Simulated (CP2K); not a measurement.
Crystal: HfN.

```
CELL_PARAMETERS angstrom
3.19047 0.00000 0.00000
1.59523 2.76302 0.00000
1.59523 0.92101 2.60500
ATOMIC_POSITIONS crystal
Hf 0.00000 0.00000 0.00000
N 0.50000 0.50000 0.50000
```

Base run:

- Program: CP2K 2026.2
- Functional: PBE
- Potentials or basis: GTH_POTENTIALS Hf GTH-PBE-q12, N GTH-PBE-q5; TZVP-MOLOPT-SR-GTH, TZVP-MOLOPT-GTH basis
- Density cutoff: 6803 eV
- k mesh: 10 × 10 × 10
- Occupations: fermi-dirac, width 0.05 eV
- Spin: no spin polarisation

Its results: band gap on the k mesh none (metal or under the smearing width); pressure 1.5 GPa.

The run is repeated on the same cell with these changes: potentials or basis from GTH_POTENTIALS Hf GTH-PBE-q12, N GTH-PBE-q5; TZVP-MOLOPT-SR-GTH, TZVP-MOLOPT-GTH basis to GTH_POTENTIALS Hf GTH-PBE-q12, N GTH-PBE-q5; DZVP-MOLOPT-SR-GTH basis; basis sets from Hf TZVP-MOLOPT-SR-GTH-q12, N TZVP-MOLOPT-GTH-q5 to Hf DZVP-MOLOPT-SR-GTH-q12, N DZVP-MOLOPT-SR-GTH-q5. What comes out?

Band gap on the k mesh none (metal or under the smearing width); pressure 0.7 GPa.

Caveats: spin-orbit coupling is left out, which moves the levels of the heavy elements; the basis of atomic orbitals isn't converged, which shifts pressures, moduli and gaps.
